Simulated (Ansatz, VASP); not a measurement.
# C215N (N_C): VASP beside Ansatz

One calculation is typed for both programs; each brings its own data sets. How far apart do they land? The cell is taken from a series of runs on this material, whose earlier steps may have relaxed, scaled, displaced or heated it; both programs get it as it stands.

Main program and level: Ansatz 0.2.0; plane waves, with VASP 6.6.1 beside it; single point at LDA.

## 1. The starting structure

The cell holds 216 atoms: 215 C and 1 N. Cell: a = 10.595 Å, b = 10.595 Å, c = 10.595 Å, α = 90.0°, β = 90.0°, γ = 90.0°. It derives from C (C (Fd-3m)). Nearest the centre at fractional (0.417, 0.417, 0.417): N216 at 0.22 Å, C107 at 1.53 Å, C105 at 1.53 Å, C106 at 1.53 Å, C108 at 1.76 Å, C88 at 2.47 Å, C110 at 2.47 Å, C78 at 2.48 Å. The cell carries charge +1.

## 2. VASP: single point, LDA

A single point gives forces, pressure and levels at one fixed geometry, so differences don't come from the geometry; what else differs is listed under the comparison.

Lines of VASP's logs that name or quote its potential files are left out, and so is its time.

INCAR reads:

```
SYSTEM = C215N
PREC = Accurate
ENCUT = 520
EDIFF = 1E-06
NELM = 120
ISMEAR = -1
SIGMA = 0.01
LREAL = Auto
ALGO = Normal
GGA = PW92
NELECT = 864
NBANDS = 583
LORBIT = 11
LWAVE = .FALSE.
LCHARG = .FALSE.
ISIF = 2
LASPH = .TRUE.
GGA_COMPAT = .FALSE.
EFERMI = MIDGAP
SYMPREC = 1E-04
```

POSCAR reads:

```
C215N
1.0
   10.5951881554      0.0000000000      0.0000000000
    0.0000000000     10.5951881554      0.0000000000
    0.0000000000      0.0000000000     10.5951881554
C N
215 1
Direct
    0.9997032048      0.9999931437      0.0002196659
    0.9996435770      0.1666991073      0.1669521101
[... 9 atom lines left out ...]
    0.1652682497      0.1655586148      0.3338914585
[... 3 atom lines left out ...]
    0.2475204659      0.2478113938      0.4177996087
[... 10 atom lines left out ...]
    0.1670212482      0.3332070773      0.1678216194
[... 3 atom lines left out ...]
    0.2508004407      0.4170525867      0.2518793041
[... 3 atom lines left out ...]
    0.1649589401      0.3324449524      0.5009865201
    0.1664383604      0.4996555262      0.3337784709
    0.0825997059      0.4162974891      0.4171352344
[... 1 atom line left out ...]
    0.2475222795      0.4156327301      0.5856209076
    0.2508014806      0.5815523251      0.4163793968
[... 3 atom lines left out ...]
    0.1652711797      0.4995399701      0.6678744374
[... 14 atom lines left out ...]
    0.1670230069      0.6656097173      0.5002265832
[... 14 atom lines left out ...]
    0.3329168271      0.1673099490      0.1678218632
[... 3 atom lines left out ...]
    0.4167623374      0.2510862603      0.2518777627
[... 3 atom lines left out ...]
    0.3321561139      0.1652491560      0.5009859247
[... 1 atom line left out ...]
    0.4993658838      0.1667277226      0.3337767075
    0.4160064801      0.0828891445      0.4171355171
    0.4153415211      0.2478152356      0.5856184908
[... 1 atom line left out ...]
    0.5812628566      0.2510914501      0.4163767861
[... 3 atom lines left out ...]
    0.4992513082      0.1655592263      0.6678728705
[... 5 atom lines left out ...]
    0.3341178724      0.5001089217      0.1674578252
    0.4998206597      0.3344074990      0.1674561949
[... 1 atom line left out ...]
    0.4165915308      0.4168809916      0.0837593396
    0.4186552468      0.5849956795      0.2484397469
    0.5847054003      0.4189452272      0.2484380607
[... 1 atom line left out ...]
    0.3312573165      0.3315419061      0.3376332438
    0.3312646213      0.4957964514      0.5018892346
    0.4955025172      0.3315552252      0.5018842521
    0.5124491048      0.5127361155      0.3206994886
    0.4167658092      0.5815573627      0.5823481335
    0.5812657706      0.4170564592      0.5823456860
    0.5847065039      0.5849977510      0.4144881746
    0.3321577904      0.3324470917      0.6681840429
[... 2 atom lines left out ...]
    0.4993654772      0.4996551176      0.6667055396
    0.4160078196      0.4162984968      0.7505436637
[... 11 atom lines left out ...]
    0.3341202641      0.6659746485      0.3333231283
[... 1 atom line left out ...]
    0.4998220679      0.6659765947      0.4990249008
[... 1 atom line left out ...]
    0.4165915047      0.7496733268      0.4165535642
[... 3 atom lines left out ...]
    0.3329187852      0.6656127257      0.6661241925
[... 16 atom lines left out ...]
    0.6653221274      0.1673119342      0.5002257430
[... 15 atom lines left out ...]
    0.6685190435      0.5004756792      0.1646248750
[... 6 atom lines left out ...]
    0.6656848168      0.3344093178      0.3333237102
    0.6656874823      0.5001108596      0.4990255022
[... 2 atom lines left out ...]
    0.7493832918      0.4168819604      0.4165528587
[... 3 atom lines left out ...]
    0.6653216785      0.3332062915      0.6661236934
[... 31 atom lines left out ...]
    0.4044192236      0.4047101025      0.4287196494
```

KPOINTS reads:

```
Automatic mesh
0
Gamma
1 1 1
0 0 0
```

PAW data sets: C and N (LDA family, release 64).

Started as:

```
> export OMP_NUM_THREADS=3
> mpirun -np 1 vasp_gam
```

What it wrote:

```text
[banner, memory and clock lines left out]
running    1 mpi-ranks, on    1 nodes
[...]
Offloading initialized ...    1 GPUs detected
[...]
|                                                                             |
|               ----> ADVICE to this user running VASP <----                  |
|                                                                             |
|     You enforced a specific xc type in the INCAR file but a different       |
|     [... a line on the potential file left out ...]
|     I HOPE YOU KNOW WHAT YOU ARE DOING!                                     |
|                                                                             |

 LDA part: xc-table for (Slater(with rela. corr.)+PW92), standard interpolation
 POSCAR, INCAR and KPOINTS ok, starting setup
[...]
WARNING: random wavefunctions but no delay for mixing, default for NELMDL
 entering main loop
       N       E                     dE             d eps       ncg     rms          rms(c)
DAV:   1     0.598779850770E+04    0.59878E+04   -0.53092E+05  1166   0.155E+03
DAV:   2    -0.167866760046E+04   -0.76665E+04   -0.71669E+04  1509   0.357E+02
DAV:   3    -0.227537256724E+04   -0.59670E+03   -0.59024E+03  1460   0.938E+01
DAV:   4    -0.228922220118E+04   -0.13850E+02   -0.13783E+02  1444   0.157E+01
DAV:   5    -0.228959042347E+04   -0.36822E+00   -0.36731E+00  1460   0.238E+00BRMIX: very serious problems
 the old and the new charge density differ
 old charge density:   865.00000 new  864.00000
    0.616E+01
DAV:   6    -0.221951181466E+04    0.70079E+02   -0.50804E+01  1388   0.880E+00    0.357E+01
DAV:   7    -0.219531460944E+04    0.24197E+02   -0.66729E+01  1356   0.991E+00    0.762E+00
DAV:   8    -0.219527648344E+04    0.38126E-01   -0.29720E+00  1405   0.234E+00    0.136E+00
DAV:   9    -0.219526634038E+04    0.10143E-01   -0.17611E-01  1404   0.610E-01    0.531E-01
[...]
DAV:  13    -0.219526502413E+04    0.13915E-04   -0.98370E-05  1500   0.211E-02    0.140E-02
DAV:  14    -0.219526502994E+04   -0.58157E-05   -0.63208E-05  1444   0.106E-02    0.871E-03
DAV:  15    -0.219526502944E+04    0.50314E-06   -0.24853E-06  1100   0.240E-03
   1 F= -.21952650E+04 E0= -.21952650E+04  d E =0.000000E+00
```

OUTCAR, selected parts (step 2):

```text
  FREE ENERGIE OF THE ION-ELECTRON SYSTEM (eV)
  ---------------------------------------------------
  free  energy   TOTEN  =     -2195.2650294403 eV

  energy  without entropy=    -2195.2650294403  energy(sigma->0) =    -2195.26502944
```

The run ends at a pressure of -0.61 GPa, with forces up to 4.4 eV/Å.

[end of part 1 of 2]

[Lines on the potential files, build, host, timing and source positions are cut from VASP's logs without a mark.]

[Logs are printed without paths, hosts, clocks, repeated set-up lines and the standing remarks that a program may print on its own settings, such as how far it seeks lower states.]

[Hosts, paths, dates, database ids (printed as entryN), source tags and the programs' standing remarks are cut or masked in the printed files.]
